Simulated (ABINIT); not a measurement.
The system is Si2W.

```
W Si
1.0
    -1.60690    1.60690    3.91495
     1.60690   -1.60690    3.91495
     1.60690    1.60690   -3.91495
W Si
1 2
Direct
  0.00000 0.00000 0.00000
  0.66530 0.66530 0.00000
  0.33470 0.33470 0.00000
```

Base run:

```yaml
Program: ABINIT 10.8.3 (patched build)
Functional: PBE
Potentials_or_basis: PseudoDojo NC SR PBE v0.4.1 standard
Cutoff: 816 eV
k_mesh: 9 × 9 × 9
Occupations: fermi-dirac, width 0.05 eV
Spin: no spin polarisation
```

Its results: band gap on the k mesh none (metal or under the smearing width); pressure 3.2 GPa; largest force 0.045 eV/Å.

After a change of settings the same cell gave: band gap on the k mesh none (metal or under the smearing width); pressure -2.0 GPa; largest force 0.008 eV/Å. Which change was it?
A. functional from PBE to LDA; potentials or basis from PseudoDojo NC SR PBE v0.4.1 standard to PseudoDojo NC SR LDA v0.4.1 standard
B. cutoff from 816 eV to 1007 eV
C. functional from PBE to PBEsol; potentials or basis from PseudoDojo NC SR PBE v0.4.1 standard to PseudoDojo NC SR PBEsol v0.4.1 standard; cutoff from 816 eV to 844 eV

C.

Caveats: the cutoff is short for stress, so the pressure is rough (some runs).
